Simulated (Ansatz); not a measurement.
Start of a relaxation, (102) slab as cut from the bulk (AlN, P6_3mc (No. 186), (1 0 2) face):

```yaml
crystal:
  lattice:
    - [3.11369, 0.00000, 0.00000]
    - [0.00000, 7.34300, 0.00000]
    - [0.00000, 0.00000, 27.37831]
  atoms:
    - { symbol: Al, position: [0.50000, 0.08921, 0.27394] }
    - { symbol: N, position: [0.00000, 0.23347, 0.28044] }
    - { symbol: Al, position: [0.50000, 0.67911, 0.29622] }
    - { symbol: N, position: [0.50000, 0.91327, 0.32501] }
    - { symbol: Al, position: [0.00000, 0.35892, 0.34078] }
    - { symbol: N, position: [0.50000, 0.50318, 0.34729] }
    - { symbol: Al, position: [0.00000, 0.94882, 0.36306] }
    - { symbol: N, position: [0.00000, 0.18298, 0.39185] }
    - { symbol: Al, position: [0.50000, 0.62863, 0.40762] }
    - { symbol: N, position: [0.00000, 0.77289, 0.41413] }
    - { symbol: Al, position: [0.50000, 0.21853, 0.42991] }
    - { symbol: N, position: [0.50000, 0.45269, 0.45869] }
    - { symbol: Al, position: [0.00000, 0.89834, 0.47447] }
    - { symbol: N, position: [0.50000, 0.04259, 0.48097] }
    - { symbol: Al, position: [0.00000, 0.48824, 0.49675] }
    - { symbol: N, position: [0.00000, 0.72240, 0.52553] }
    - { symbol: Al, position: [0.50000, 0.16804, 0.54131] }
    - { symbol: N, position: [0.00000, 0.31230, 0.54781] }
    - { symbol: Al, position: [0.50000, 0.75795, 0.56359] }
    - { symbol: N, position: [0.50000, 0.99211, 0.59238] }
    - { symbol: Al, position: [0.00000, 0.43775, 0.60815] }
    - { symbol: N, position: [0.50000, 0.58201, 0.61466] }
    - { symbol: Al, position: [0.00000, 0.02766, 0.63043] }
    - { symbol: N, position: [0.00000, 0.26182, 0.65922] }
    - { symbol: Al, position: [0.50000, 0.70746, 0.67499] }
    - { symbol: N, position: [0.00000, 0.85172, 0.68150] }
    - { symbol: Al, position: [0.50000, 0.29737, 0.69728] }
    - { symbol: N, position: [0.50000, 0.53153, 0.72606] }
```

These are results of DFT PBEsol, scalar-relativistic, plane waves, PAW in Ansatz 0.2.0, not measurements. Settings: cutoff 420 eV, Γ-centred mesh 9×4×1 on the computed 28-atom cell, Gaussian smearing of 0.05 eV; no spin polarisation. A dipole correction removes the field between periodic images along c.

All atoms are free. The cell is fixed. Force threshold 0.02 eV/Å.

Question: Where does it end?

Answer: The energy falls by 1.197 eV in 8 steps, to:

```yaml
crystal:
  lattice:
    - [3.11369, 0.00000, 0.00000]
    - [0.00000, 7.34300, 0.00000]
    - [0.00000, 0.00000, 27.37831]
  atoms:
    - { symbol: Al, position: [0.50000, 0.11174, 0.28320] }
    - { symbol: N, position: [0.00000, 0.22800, 0.28131] }
    - { symbol: Al, position: [0.50000, 0.68046, 0.29504] }
    - { symbol: N, position: [0.50000, 0.91088, 0.32476] }
    - { symbol: Al, position: [0.00000, 0.36221, 0.33942] }
    - { symbol: N, position: [0.50000, 0.50761, 0.34595] }
    - { symbol: Al, position: [0.00000, 0.95052, 0.36397] }
    - { symbol: N, position: [0.00000, 0.18698, 0.39117] }
    - { symbol: Al, position: [0.50000, 0.63025, 0.40792] }
    - { symbol: N, position: [0.00000, 0.77413, 0.41382] }
    - { symbol: Al, position: [0.50000, 0.21956, 0.43022] }
    - { symbol: N, position: [0.50000, 0.45441, 0.45790] }
    - { symbol: Al, position: [0.00000, 0.89698, 0.47564] }
    - { symbol: N, position: [0.50000, 0.04176, 0.47997] }
    - { symbol: Al, position: [0.00000, 0.48846, 0.49693] }
    - { symbol: N, position: [0.00000, 0.72072, 0.52606] }
    - { symbol: Al, position: [0.50000, 0.16557, 0.54119] }
    - { symbol: N, position: [0.00000, 0.31009, 0.54634] }
    - { symbol: Al, position: [0.50000, 0.75405, 0.56589] }
    - { symbol: N, position: [0.50000, 0.99216, 0.59116] }
    - { symbol: Al, position: [0.00000, 0.43678, 0.60663] }
    - { symbol: N, position: [0.50000, 0.57249, 0.61532] }
    - { symbol: Al, position: [0.00000, 0.01708, 0.63065] }
    - { symbol: N, position: [0.00000, 0.25356, 0.65841] }
    - { symbol: Al, position: [0.50000, 0.70933, 0.68172] }
    - { symbol: N, position: [0.00000, 0.83813, 0.67627] }
    - { symbol: Al, position: [0.50000, 0.32527, 0.68919] }
    - { symbol: N, position: [0.50000, 0.52177, 0.72801] }
```

Cost: 1 run of about 10 core-minutes, on Intel Xeon 6975P-C (Granite Rapids) (shared hosts).